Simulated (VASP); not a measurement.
C (a cell with a defect): single point with LDA

Crystal: C (a cell with a defect).

```
CELL_PARAMETERS angstrom
0.00000 5.35011 5.35011
5.35011 0.00000 5.35011
5.35011 5.35011 0.00000
ATOMIC_POSITIONS crystal
C 0.25000 0.25000 0.58333
C 0.25000 0.25000 0.91667
C 0.25000 0.58333 0.25000
C 0.25000 0.58333 0.58333
C 0.25000 0.58333 0.91667
C 0.25000 0.91667 0.25000
C 0.25000 0.91667 0.58333
C 0.25000 0.91667 0.91667
C 0.58333 0.25000 0.25000
C 0.58333 0.25000 0.58333
C 0.58333 0.25000 0.91667
C 0.58333 0.58333 0.25000
C 0.58333 0.58333 0.58333
C 0.58333 0.58333 0.91667
C 0.58333 0.91667 0.25000
C 0.58333 0.91667 0.58333
C 0.58333 0.91667 0.91667
C 0.91667 0.25000 0.25000
C 0.91667 0.25000 0.58333
C 0.91667 0.25000 0.91667
C 0.91667 0.58333 0.25000
C 0.91667 0.58333 0.58333
C 0.91667 0.58333 0.91667
C 0.91667 0.91667 0.25000
C 0.91667 0.91667 0.58333
C 0.91667 0.91667 0.91667
C 0.16667 0.16667 0.16667
C 0.16667 0.16667 0.50000
C 0.16667 0.16667 0.83333
C 0.16667 0.50000 0.16667
C 0.16667 0.50000 0.50000
C 0.16667 0.50000 0.83333
C 0.16667 0.83333 0.16667
C 0.16667 0.83333 0.50000
C 0.16667 0.83333 0.83333
C 0.50000 0.16667 0.16667
C 0.50000 0.16667 0.50000
C 0.50000 0.16667 0.83333
C 0.50000 0.50000 0.16667
C 0.50000 0.50000 0.50000
C 0.50000 0.50000 0.83333
C 0.50000 0.83333 0.16667
C 0.50000 0.83333 0.50000
C 0.50000 0.83333 0.83333
C 0.83333 0.16667 0.16667
C 0.83333 0.16667 0.50000
C 0.83333 0.16667 0.83333
C 0.83333 0.50000 0.16667
C 0.83333 0.50000 0.50000
C 0.83333 0.50000 0.83333
C 0.83333 0.83333 0.16667
C 0.83333 0.83333 0.50000
C 0.83333 0.83333 0.83333
```

The cell isn't the ideal one: grid = ENCUT=650 dk=0.35 cell=3x3x3 ISMEAR=0 SIGMA=0.05 LREAL=Auto EDIFF=1e-07.

```
Program                : VASP 6.6.1
Task                   : single point
Functional             : LDA
Potentials or basis    : VASP PAW LDA potentials, release 64 (C)
Cutoff                 : 650 eV
k mesh                 : 3 × 3 × 3
Occupations            : gaussian, width 0.05 eV
Spin                   : no spin polarisation
Further INCAR settings : LREAL = Auto; ALGO = Fast; EDIFF = 1e-07; NBANDS = 123
```

The pressure is -14.0 GPa, the largest force is 3.057 eV/Å and the band gap on the k mesh is none (metal or under the smearing width).

Forces in eV/Å, atoms in the order of the input:
```
C   -0.955 -0.955  0.429
C    0.955  0.955  0.429
C   -0.955  0.429 -0.955
C    0.046 -0.046 -0.046
C   -0.429  0.955 -0.955
C    0.955  0.429  0.955
C   -0.429 -0.955  0.955
C   -0.028  0.028  0.028
C    0.429 -0.955 -0.955
C   -0.046  0.046 -0.046
C    0.955 -0.429 -0.955
C   -0.046 -0.046  0.046
C    0.046  0.046  0.046
C    0.000  0.000 -0.092
C    0.955 -0.955 -0.429
C    0.000 -0.092  0.000
C    0.092  0.000  0.000
C    0.429  0.955  0.955
C   -0.955 -0.429  0.955
C    0.028 -0.028  0.028
C   -0.955  0.955 -0.429
C   -0.092  0.000  0.000
C    0.000  0.092  0.000
C    0.028  0.028 -0.028
C    0.000  0.000  0.092
C   -0.028 -0.028 -0.028
C   -1.765 -1.765 -1.765
C    1.765  1.765 -1.765
C    0.000  0.000 -0.597
C    1.765 -1.765  1.765
C    0.129  0.038  0.038
C   -0.038 -0.129  0.038
C    0.000 -0.597  0.000
C   -0.038  0.038 -0.129
C    0.597  0.000  0.000
C   -1.765  1.765  1.765
C    0.038  0.129  0.038
C   -0.129 -0.038  0.038
C    0.038  0.038  0.129
C    0.000  0.000  0.000
C   -0.038 -0.038  0.129
C   -0.129  0.038 -0.038
C   -0.038  0.129 -0.038
C   -0.039  0.039  0.039
C   -0.597  0.000  0.000
C    0.038 -0.038 -0.129
C    0.000  0.597  0.000
C    0.038 -0.129 -0.038
C    0.129 -0.038 -0.038
C    0.039 -0.039  0.039
C    0.000  0.000  0.597
C    0.039  0.039 -0.039
C   -0.039 -0.039 -0.039
```

Levels at points of the mesh, in eV from the Fermi level:
```
           k point  band 104  band 105  band 106  band 107  band 108  band 109
(0.00, 0.00, 0.00)     -1.69     -1.69      0.68      0.68      0.68      2.98
```

Wall time 4.7 min on 4 MPI ranks on Intel(R) Xeon(R) Platinum 8375C CPU @ 2.90GHz (Ice Lake), with other jobs on the host, peak memory 0.35 GiB a rank.
